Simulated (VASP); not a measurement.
# Settings for C₂H₆O: nudged elastic band

C₂H₆O, molecule in box, 9 atoms in the cell. PBE, nudged elastic band; PAW potentials C, O, H (PBE set). VASP 6.6.1.

Wanted: barrier within 0.02 eV.

Path: methyl rotation in CH3CH2OH; Moving images: 3.

The series start from Cutoff ENCUT (eV): 400; SCF threshold EDIFF (eV): 1e-5; PREC: Normal; LREAL: no. Each series keeps the choices made before it, and each single choice may use up half of a tolerance. Times cover all steps of a run.

## Cutoff ENCUT (eV)

| Cutoff ENCUT (eV) | Barrier (eV) | Time (s) |
|---|---|---|
| 350 | 0.128 | 189 |
| 400 | 0.126 | 240 |
| 450 | 0.125 | 273 |
| 500 | 0.125 | 326 |
| 550 | 0.125 | 328 |
| 600 (reference) | 0.125 | 358 |

## SCF threshold EDIFF (eV)

| SCF threshold EDIFF (eV) | Barrier (eV) | Time (s) |
|---|---|---|
| 0.001 | 0.127 | 143 |
| 0.0001 | 0.128 | 155 |
| 1e-5 | 0.128 | 189 |
| 1e-6 (reference) | 0.128 | 231 |

## PREC

| PREC | Barrier (eV) | Time (s) |
|---|---|---|
| Normal | 0.127 | 143 |
| Accurate | 0.127 | 272 |

## LREAL

| LREAL | Barrier (eV) | Time (s) |
|---|---|---|
| no | 0.127 | 143 |
| Auto | 0.128 | 179 |

## Question

The rows run from the loosest to the tightest (no order: PREC, LREAL). For each series: choose the loosest value from which every tighter one stays within half of the tolerance; where there is no order, keep the first row unless others stay within half of the tolerance and take at least 30 % less time, and then take the fastest.

## Answer

- Cutoff ENCUT (eV): 350
- SCF threshold EDIFF (eV): 0.001
- PREC: Normal
- LREAL: no

## All choices together

| Input | Barrier (eV) | Time (s) |
|---|---|---|
| chosen settings | 0.127 | 143 |
| reference settings throughout | 0.125 | 593 |

The tolerance is met.

## The input

INCAR.step1:
```
PREC     = Normal         # precision mode
ENCUT    = 350            # plane-wave cutoff, eV
EDIFF    = 0.001          # SCF threshold, eV
ISMEAR   = 0              # smearing method
SIGMA    = 0.01           # smearing width, eV
ISYM     = 0            
LREAL    = False          # projectors in reciprocal space
LASPH    = True           # aspherical terms in the spheres
NELM     = 100            # most SCF steps
ALGO     = Normal         # electronic algorithm
LWAVE    = False          # write WAVECAR
LCHARG   = False          # write CHGCAR
IBRION   = 2              # ionic algorithm
NSW      = 100            # ionic steps
ISIF     = 2              # what is computed and relaxed
EDIFFG   = -0.02          # ionic threshold
POTIM    = 0.5            # step
```

INCAR.step3, as INCAR.step1 but for:
```
- IBRION = 2
- ISIF = 2
- EDIFFG = -0.02
- POTIM = 0.5
+ IBRION = 1
+ POTIM = 0.3
+ EDIFFG = -0.05
+ SPRING = -5
+ IMAGES = 3
```

KPOINTS:
```
k-points
0
Gamma
  1 1 1
```

00/POSCAR:
```
H6C2O
1.0
   11.0000000000      0.0000000000      0.0000000000
    0.0000000000      9.5000000000      0.0000000000
    0.0000000000      0.0000000000      9.0000000000
C O H
2 1 6
Direct
    0.5987634952      0.4694031779      0.5000946496
    0.4925103685      0.5706360906      0.5000928851
    0.3827614461      0.4884172628      0.5000879438
    0.3135342539      0.5521505895      0.5000960808
    0.4961123198      0.6394931267      0.5995622346
    0.4961149134      0.6394955733      0.4006258769
    0.6856486490      0.5272119503      0.5000963870
    0.5960696150      0.4014710881      0.5992430244
    0.5960707821      0.4014706976      0.4009466608
```

01/POSCAR:
```
H6C2O
1.0
   11.0000000000      0.0000000000      0.0000000000
    0.0000000000      9.5000000000      0.0000000000
    0.0000000000      0.0000000000      9.0000000000
C O H
2 1 6
Direct
    0.5962615845      0.4718248086      0.5001437965
    0.4910250711      0.5719214878      0.5001564995
    0.3830547182      0.4881047110      0.5000859662
    0.3141448686      0.5521302408      0.5001481811
    0.4957467372      0.6397281038      0.5995158963
    0.4958041950      0.6398039627      0.4008588400
    0.6780309420      0.5128331968      0.5560158843
    0.5766661755      0.3712490875      0.5559169203
    0.6268515511      0.4421539579      0.3880037586
```

02/POSCAR:
```
H6C2O
1.0
   11.0000000000      0.0000000000      0.0000000000
    0.0000000000      9.5000000000      0.0000000000
    0.0000000000      0.0000000000      9.0000000000
C O H
2 1 6
Direct
    0.5985226979      0.4695492253      0.5002168524
    0.4923244252      0.5705854358      0.5002168524
    0.3841350615      0.4877295410      0.5002168524
    0.3153586979      0.5518552253      0.5002168524
    0.4961932433      0.6388008042      0.5987649635
    0.4961932433      0.6388008042      0.4016687413
    0.6551613915      0.4853412168      0.5986433334
    0.5655712671      0.3611472656      0.4996662587
    0.6541258153      0.4859400387      0.4012350365
```

03/POSCAR:
```
H6C2O
1.0
   11.0000000000      0.0000000000      0.0000000000
    0.0000000000      9.5000000000      0.0000000000
    0.0000000000      0.0000000000      9.0000000000
C O H
2 1 6
Direct
    0.5962539620      0.4718227500      0.5001340164
    0.4909714754      0.5718262814      0.5002439848
    0.3830361419      0.4879407772      0.5003135055
    0.3141257343      0.5519644821      0.5002342175
    0.4957063800      0.6396550223      0.5995834402
    0.4956230721      0.6396426120      0.4008922474
    0.6276893226      0.4418039243      0.6119079163
    0.5767656922      0.3715365793      0.4437361823
    0.6774140626      0.5135571282      0.4438002324
```

04/POSCAR:
```
H6C2O
1.0
   11.0000000000      0.0000000000      0.0000000000
    0.0000000000      9.5000000000      0.0000000000
    0.0000000000      0.0000000000      9.0000000000
C O H
2 1 6
Direct
    0.5989016923      0.4696214208      0.4999489248
    0.4924050913      0.5704496153      0.5002651978
    0.3827283516      0.4880909358      0.5002730813
    0.3134978889      0.5518174785      0.5002334969
    0.4959103182      0.6392100077      0.5998135602
    0.4958766560      0.6393212205      0.4008116678
    0.5965799873      0.4015137112      0.5989672765
    0.5961952808      0.4018322496      0.4007026146
    0.6854905769      0.5278929174      0.4998299229
```

POSCAR.step1:
```
H6C2O
1.0
   11.0000000000      0.0000000000      0.0000000000
    0.0000000000      9.5000000000      0.0000000000
    0.0000000000      0.0000000000      9.0000000000
C O H
2 1 6
Direct
    0.5985595482      0.4696011554      0.5000939714
    0.4923612755      0.5706373660      0.5000939714
    0.3841719119      0.4877814712      0.5000939714
    0.3153955482      0.5519071554      0.5000939714
    0.4962300937      0.6388527344      0.5986420826
    0.4962300937      0.6388527344      0.4015458603
    0.6847150028      0.5269887344      0.5000939714
    0.5949611846      0.4025641028      0.5985251937
    0.5949611846      0.4025641028      0.4016627492
```

POSCAR.step2:
```
H6C2O
1.0
   11.0000000000      0.0000000000      0.0000000000
    0.0000000000      9.5000000000      0.0000000000
    0.0000000000      0.0000000000      9.0000000000
C O H
2 1 6
Direct
    0.5984489972      0.4694453649      0.5002168524
    0.4922507245      0.5704815754      0.5002168524
    0.3840613609      0.4876256807      0.5002168524
    0.3152849972      0.5517513649      0.5002168524
    0.4961195427      0.6386969438      0.5987649635
    0.4961195427      0.6386969438      0.4016687413
    0.5960541690      0.4020461817      0.5986433334
    0.5953459803      0.4031063643      0.4012350365
    0.6839005285      0.5278991374      0.4996662587
```

Commands (each step's output is kept before the next begins):
```
cat potpaw_PBE.64/C/POTCAR potpaw_PBE.64/O/POTCAR potpaw_PBE.64/H/POTCAR > POTCAR
cp INCAR.step1 INCAR
cp POSCAR.step1 POSCAR
mpirun -np 2 vasp_gam > vasp.out
cp POSCAR.step2 POSCAR
mpirun -np 2 vasp_gam > vasp.out
# 00 and 04 hold the relaxed ends; the images between are interpolated (pair-distance (IDPP), through a guessed midpoint)
cp INCAR.step3 INCAR
mpirun -np 3 vasp_gam > vasp.out
```

The chosen input took VASP 6.6.1 143 s on 3 cores (Intel Xeon Platinum 8375C @ 2.90GHz (Ice Lake)), a shared host.
